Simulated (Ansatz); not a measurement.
# Pb in Ansatz: relaxation of the atoms with PBE

Aim: the relaxation of the atoms of Pb with PBE.

Everything below comes from runs of Ansatz 0.2.0. Logs are shortened: lines on timing, memory, paths and dates and some standing lists are left out, and cuts for length are marked.

## Step 1: The cell of the first run

The cell holds a slab with vacuum, 4 atoms: a = 3.480 Å, b = 3.480 Å, c = 23.385 Å, α = 90.00°, β = 90.00°, γ = 120.00°.

## Step 2: Relaxation of the atoms, PBE (the (0 0 1) slab of Pb, cut from the database cell, not relaxed)

The input, input.yaml:

```yaml
crystal:
  lattice:
    - [3.4800006906, 0.0, 0.0]
    - [-1.7400003453, 3.0137690032, 0.0]
    - [0.0, 0.0, 23.385]
  atoms:
    - { symbol: Pb, position: [0.6666666667, 0.3333333334, 0.3207184092] }
    - { symbol: Pb, position: [0.3333333333, 0.6666666666, 0.4402394697] }
    - { symbol: Pb, position: [0.6666666667, 0.3333333334, 0.5597605303] }
    - { symbol: Pb, position: [0.3333333333, 0.6666666666, 0.6792815908] }
kpoints:
  mp_grid: { grid: [9, 9, 1] }
scf:
  occupations: { method: fermi_dirac, width: 0.05 }
hamiltonian:
  xc: pbe
  pseudopotentials: { kind: all_electron, lapw: { basis_error: 0.002 } }
output:
  forces: true
  stress: true
relax:
  f_tol: 0.01
  max_steps: 60
```

Potentials or basis: all-electron LAPW, scalar-relativistic.

Started as:

```sh
$ ansatz run input.yaml --threads 4 --pin off --max-ram 14336MiB --backend cpu --events-out ev --progress --plain --runs-dir out
```

The program printed:

```text
Warning: RAYON_NUM_THREADS=4 ignored (pool sized by the plan → 4); use --threads N
The last accepted step is kept in <dir> (removed where the run ends without a failure and the disk answers)
LAPW: plane waves up to 6.491 Å⁻¹, error target 2.0e-3 eV per atom; small_component_spin mean_spin; Pb in spheres of 1.669 Å, 36 of its electrons in bands, Dirac shells [] (how accurate: hamiltonian.pseudopotentials.lapw.basis_error, Limitations)
Engine: ansatz 0.2.0, x86_64-unknown-linux-gnu
Pseudopotentials: kind: all_electron
Pseudopotential: Pb, LAPW, valence charge 36, lapw/all_electron/scalar/gaussian/Pb, Koelling and Harmon's equation, gaussian nucleus
Functional definition: PBE
  parameter kappa = 0.804
  parameter beta = 0.06672455060314922
  exchange = pbe_x(kappa = kappa, mu = beta*pi^2/3)
  correlation = pbe_c(beta = beta)
Crystal: 4 atoms, lattice volume = 245.260 Å³
Basis set: ecut = 160.52165475785466 eV, 1165 PW (Γ), exchange–correlation at level 2
Bands: 87, of which v1, the nominal top of the filled ones, is band 72 counted from 1 (71 counted from 0)
Symmetry: 12 space group operations
Space group: P-3m1 (ITA 164), of the structure as read, at distance tolerance 6.3e-5 Å
k-points: 12 of 81
Non-local potential: Pb, projectors of the file, none
Initial density: superposition of atomic densities (neutral atoms: chi_scale 0, normalization atom)
Initial wavefunctions: plane waves of lowest kinetic energy (no species holds an atomic orbital)
Functional: x = pbe(κ = 0.804, μ = 0.2195149727645171), c = pbe(β = 0.06672455060314922)
iter 1 solved again at ethr=5.77e-4 eV; its pass at ethr=1.00e-1 eV (dr2=8.31e-1 eV) is discarded
SCF iter   1: F=—  HF=-2272266.146101 eV  |F-HF|=—  |Δ(HF+E_count)|=         —  Δρ=4.39e-3  dr2=8.31e-1  ethr=5.77e-4  ⟨swp⟩=2.6  Hψ=6509  notcnv=0
preconditioner: auto → LDOS  [insulator: Δε(μ)=0.288 eV  Ē_g=18.528 eV  σ=0.050 eV  W_gap=0.66  n_scr=84 (ndim 8)  ℏωp=17.7 eV  f_vac=0.505  D(μ)=0.76/eV (n_scr^D=4)  ε∞_Penn≈1.9  β→1.0]
SCF iter   2: F=—  HF=-2272266.232264 eV  |F-HF|=—  |Δ(HF+E_count)|=   8.62e-2  Δρ=6.03e-3  dr2=2.40e0  ethr=5.77e-4  ⟨swp⟩=3.0  Hψ=3463  notcnv=0  recentre
SCF iter   3: F=—  HF=-2272266.030869 eV  |F-HF|=—  |Δ(HF+E_count)|=   2.01e-1  Δρ=1.87e-3  dr2=1.74e-1  ethr=5.77e-4  ⟨swp⟩=3.0  Hψ=3028  notcnv=0
iter 4 solved again at ethr=9.12e-7 eV; its pass at ethr=1.21e-4 eV (dr2=1.31e-3 eV) is discarded
SCF iter   4: F=—  HF=-2272266.011667 eV  |F-HF|=—  |Δ(HF+E_count)|=   1.92e-2  Δρ=3.11e-4  dr2=1.31e-3  ethr=9.12e-7  ⟨swp⟩=2.2  Hψ=5387  notcnv=0
SCF iter   5: F=—  HF=-2272266.011350 eV  |F-HF|=—  |Δ(HF+E_count)|=   3.18e-4  Δρ=1.17e-4  dr2=6.70e-5  ethr=9.10e-7  ⟨swp⟩=2.0  Hψ=3087  notcnv=0
SCF iter   6: F=—  HF=-2272266.011367 eV  |F-HF|=—  |Δ(HF+E_count)|=   1.76e-5  Δρ=3.51e-5  dr2=1.98e-5  ethr=4.65e-8  ⟨swp⟩=3.0  Hψ=3136  notcnv=0
SCF iter   7: F=-2272266.011369 eV  HF=-2272266.011369 eV  |F-HF|=1.03e-7  |Δ(HF+E_count)|=   1.29e-6  Δρ=1.38e-5  dr2=1.08e-6  ethr=1.37e-8  ⟨swp⟩=2.3  Hψ=3091  notcnv=0
SCF 1 converged in 7 iterations: F = -2272266.011369 eV  dr2 = 1.08e-6
[... 13 lines left out ...]
relax step   2: F+E_penalty+E_count = -2272266.06526529 eV  Δ(F+E_penalty+E_count) = -5.390e-2 eV  max|allowed force component| = 7.308e-2 eV/Å  Δτ_max = 0.1545 Å  (6 SCF iters, dr2 threshold 1.05e-5 eV, accepted)
SCF iter   1: F=—  HF=-2272266.068114 eV  |F-HF|=—  |Δ(HF+E_count)|=         —  Δρ=3.18e-4  dr2=1.35e-3  ethr=5.08e-5  ⟨swp⟩=3.0  Hψ=3515  notcnv=0
preconditioner: auto → LDOS  [insulator: Δε(μ)=0.281 eV  Ē_g=18.403 eV  σ=0.050 eV  W_gap=0.82  n_scr=84 (ndim 8)  ℏωp=17.7 eV  f_vac=0.496  D(μ)=1.16/eV (n_scr^D=6)  ε∞_Penn≈1.9  β→1.0]
SCF iter   2: F=—  HF=-2272266.068359 eV  |F-HF|=—  |Δ(HF+E_count)|=   2.45e-4  Δρ=3.60e-4  dr2=1.88e-3  ethr=9.38e-7  ⟨swp⟩=3.0  Hψ=3149  notcnv=0
iter 3 solved again at ethr=6.03e-8 eV; its pass at ethr=9.38e-7 eV (dr2=8.68e-5 eV) is discarded
SCF iter   3: F=—  HF=-2272266.067858 eV  |F-HF|=—  |Δ(HF+E_count)|=   5.00e-4  Δρ=7.17e-5  dr2=8.65e-5  ethr=6.03e-8  ⟨swp⟩=2.0  Hψ=5249  notcnv=0
SCF iter   4: F=—  HF=-2272266.067833 eV  |F-HF|=—  |Δ(HF+E_count)|=   2.52e-5  Δρ=1.63e-5  dr2=1.39e-5  ethr=6.01e-8  ⟨swp⟩=2.1  Hψ=3086  notcnv=0
SCF iter   5: F=—  HF=-2272266.067833 eV  |F-HF|=—  |Δ(HF+E_count)|=   6.76e-7  Δρ=5.93e-6  dr2=4.61e-7  ethr=9.65e-9  ⟨swp⟩=2.0  Hψ=3085  notcnv=0
SCF iter   6: F=-2272266.067833 eV  HF=-2272266.067833 eV  |F-HF|=4.66e-10  |Δ(HF+E_count)|=   8.29e-8  Δρ=1.60e-6  dr2=1.02e-8  ethr=3.20e-10  ⟨swp⟩=2.0  Hψ=3085  notcnv=0
SCF 3 converged in 6 iterations: F = -2272266.067833 eV  dr2 = 1.02e-8
relax step   3: F+E_penalty+E_count = -2272266.06783263 eV  Δ(F+E_penalty+E_count) = -2.567e-3 eV  max|allowed force component| = 3.723e-3 eV/Å  Δτ_max = 0.0286 Å  (6 SCF iters, dr2 threshold 3.34e-7 eV, accepted)
iter 1 solved again at ethr=7.00e-12 eV; its pass at ethr=1.00e-1 eV (dr2=1.01e-8 eV) is discarded
SCF iter   1: F=—  HF=-2272266.067830 eV  |F-HF|=—  |Δ(HF+E_count)|=         —  Δρ=1.57e-6  dr2=1.02e-8  ethr=7.00e-12  ⟨swp⟩=3.0  Hψ=4452  notcnv=0
preconditioner: auto → LDOS  [insulator: Δε(μ)=0.281 eV  Ē_g=18.399 eV  σ=0.050 eV  W_gap=0.82  n_scr=84 (ndim 8)  ℏωp=17.7 eV  f_vac=0.496  D(μ)=1.16/eV (n_scr^D=6)  ε∞_Penn≈1.9  β→1.0]
SCF iter   2: F=-2272266.067833 eV  HF=-2272266.067833 eV  |F-HF|=1.72e-8  |Δ(HF+E_count)|=   2.51e-6  Δρ=7.82e-7  dr2=6.37e-9  ethr=8.17e-12 (applied; sched 7.00e-12)  ⟨swp⟩=3.0  Hψ=3198  notcnv=0
SCF 4 converged in 2 iterations: F = -2272266.067833 eV  dr2 = 6.37e-9
relax step   4: F+E_penalty+E_count = -2272266.06783263 eV  Δ(F+E_penalty+E_count) = +9.313e-10 eV  max|allowed force component| = 3.755e-3 eV/Å  Δτ_max = 0.0000 Å  (2 SCF iters, accepted)
SCF converged after 2 iterations
Free energy (F): -2272266.067833 eV
Harris-Foulkes:  -2272266.067833 eV  (|F-HF|=1.72e-8)
Internal energy: -2272266.057061 eV  (E = F + TS)
E sigma→0 (E₀):  -2272266.062447 eV
Entropy (-TS):   -0.010772 eV (-2.693 meV/atom)
Fermi energy:    5.773058 eV
--- Per-component energies (eV) ---
  E_band       = -10191.704958
  E_kinetic    = 2619883.013793
  E_xc         = -42321.457700
  E_electrostatic = -4849827.613153  (all electrons and nuclei)
  E_smearing   = -0.010772  (= −TS)
  E_closure    = 0.000000  (closes the sum)
  E_atoms      = -2272252.173406  (free atoms, spherical and without spin; not in F)
  Σ components = -2272266.067833   (vs F -2272266.067833, Δ=0.00e0)
  Basis errors (estimates in eV, not in F): energy 6.0e-4 per atom: plane waves 5.8e-4 (3.4e-4 summed), levels above the bands 4.8e-67, relativity 7.2e-8, radial functions 1.9e-5, core shells 5.2e-9; eigenvalues (radial functions only) 3.2e-6; not estimated: angular momenta, meshes, grids; target (lapw.basis_error) 2.0e-3; muffin-tin radii Pb 1.669 Å
--- Forces (eV/Å), atoms counted from 1 ---
  atom   1  Pb    -0.00000000     0.00000000     0.00121890
  atom   2  Pb     0.00000000    -0.00000000    -0.00375488
  atom   3  Pb     0.00000000     0.00000000     0.00375488
  atom   4  Pb    -0.00000000    -0.00000000    -0.00121890
  max |Σ_I F_I| component: 4.63e-18 eV/Å
--- Stress (GPa, compression-positive) ---
        0.644912       0.000000      -0.000000
        0.000000       0.644912      -0.000000
       -0.000000      -0.000000       0.003853
  P = ⅓ Tr σ = 0.4312 GPa (4.312 kbar)
--- Relaxed structure (4 steps of the walk, 4 accepted, 0 SCFs on fresh bases) ---
  F+E_penalty+E_count = -2272266.06783263 eV   max|allowed force component| = 3.755e-3 eV/Å
  atoms:
    - { symbol: Pb, position: [0.6666666666666667, 0.33333333333333337, 0.3153366655008349] }
    - { symbol: Pb, position: [0.33333333333333337, 0.6666666666666667, 0.43352200527857115] }
    - { symbol: Pb, position: [0.6666666666666667, 0.33333333333333337, 0.5664779947214287] }
    - { symbol: Pb, position: [0.33333333333333337, 0.6666666666666667, 0.6846633344991649] }
```

It took 38 s on 4 threads of Intel Xeon at 2.50GHz (Skylake/Cascade Lake), shared host; peak memory 0.61 GiB.

What came out:

```yaml
Free_energy: -2272266.0678 eV
Energy_gained_by_relaxing: 14.1 meV/atom
Ionic_steps: 4
Largest_force_after_relaxing: 0.004 eV/Å
```

Forces on the atoms (eV/Å):
```
Pb   0.000  0.000  0.001
Pb   0.000  0.000 -0.004
Pb   0.000  0.000  0.004
Pb   0.000  0.000 -0.001
```

Stress tensor (GPa, compression positive):
```
0.64 0.00 0.00
0.00 0.64 0.00
0.00 0.00 0.00
```

Step by step:
```
step  energy change (eV)  largest force (eV/Å)
   1              0.0000                0.4090
   2             -0.0539                0.0731
   3             -0.0565                0.0037
   4             -0.0565                0.0038
```

Final structure:
```xyz
4
Lattice="3.4800 0.0000 0.0000 -1.7400 3.0138 0.0000 0.0000 0.0000 23.3850" Properties=species:S:1:pos:R:3 pbc="T T T"
Pb    1.7400    1.0046    7.3741
Pb    0.0000    2.0092   10.1379
Pb    1.7400    1.0046   13.2471
Pb    0.0000    2.0092   16.0109
```
